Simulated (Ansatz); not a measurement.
InP:

```
CELL_PARAMETERS angstrom
0.00000 2.76883 2.76883
2.76883 0.00000 2.76883
2.76883 2.76883 0.00000
ATOMIC_POSITIONS crystal
In 0.00000 0.00000 0.00000
P 0.50000 0.50000 0.50000
```

Measurements of this composition are mostly on another form, of space group No. 216.

Base run:

- Program: Ansatz 0.2.0
- Functional: revPBE
- Potentials or basis: Ansatz PAW
- Cutoff: 420 eV (not typed: the program's choice for these potentials)
- k mesh: 8 × 8 × 8
- Occupations: fermi-dirac, width 0.05 eV
- Spin: no spin polarisation

Its results: band gap on the k mesh none (metal or under the smearing width); pressure 1.3 GPa.

Problem. The run is repeated on the same cell with these changes: functional from revPBE to RPBE. What comes out?

Solution. Band gap on the k mesh none (metal or under the smearing width); pressure 1.8 GPa.

Caveats: spin-orbit coupling is left out, which moves the levels of the heavy elements; the PAW data sets come from PBE, with cores solved anew for the run's functional, which leaves a small shift of forces and pressure.
